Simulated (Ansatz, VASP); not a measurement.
BeSe: VASP beside Ansatz

File INCAR:

```
SYSTEM = BeSe
ALGO = Normal
EDIFF = 1E-6
EDIFFG = -0.001
ENCUT = 600
GGA = PE
IBRION = 2
ISIF = 3
ISMEAR = 0
LASPH = .True.
LCHARG = .False.
LREAL = .False.
LWAVE = .False.
NELM = 80
NSW = 80
PREC = Accurate
SIGMA = 0.01
```

The input KPOINTS:

```
k-points
0
Gamma
  8 8 8
  0 0 0
```

The input POSCAR:

```
BeSe
1.0
    0.0000000000      2.5888345887      2.5888345887
    2.5888345887      0.0000000000      2.5888345887
    2.5888345887      2.5888345887      0.0000000000
Be Se
1 1
Direct
    0.0000000000      0.0000000000      0.0000000000
    0.2500000000      0.2500000000      0.2500000000
```

Input for Ansatz:

```yaml
crystal:
  lattice:
    - [0.0, 2.5888345899, 2.5888345899]
    - [2.5888345899, 0.0, 2.5888345899]
    - [2.5888345899, 2.5888345899, 0.0]
  atoms:
    - { symbol: Be, position: [0.0, 0.0, 0.0] }
    - { symbol: Se, position: [0.25, 0.25, 0.25] }
basis:
  ecutwfc: 420
kpoints:
  mp_grid: { grid: [8, 8, 8] }
hamiltonian:
  xc: pbe
scf:
  occupations: { method: fixed }
output:
  forces: true
  stress: true
  eigenvalues: true
relax:
  adjacent_minimum: "off"
  f_tol: 0.001
  max_steps: 60
  cell: { stress_tol: 0.01 }
```

Alike in both runs: task relaxation of cell and atoms; functional PBE; k mesh 8 × 8 × 8; no spin polarisation.

|  | VASP | Ansatz |
| --- | --- | --- |
| version | VASP 6.6.1 | Ansatz 0.2.0 |
| potentials or method | VASP PAW PBE potentials, release 64 (Be, Se) | scalar-relativistic, plane waves, PAW |
| plane-wave cutoff (eV) | 600 | 420 |
| occupations | gaussian, width 0.01 eV | fixed |
| valence electrons in the cell | 8 | 18 |

Ansatz gave:

```
gap on the k mesh at the Fermi level, each at its own relaxed structure (eV) : 2.67
relaxed volume (Å³/atom)                                                     : 17.35
relaxed cell length with the largest relative difference (Å)                 : 3.661
```

Q: What did VASP give for the same quantities?

A: gap on the k mesh at the Fermi level, each at its own relaxed structure (eV): 2.67; relaxed volume (Å³/atom): 17.39; relaxed cell length with the largest relative difference (Å): 3.664.

The two sets of potentials don't hold the same shells in valence.

A k mesh can miss the band edges.
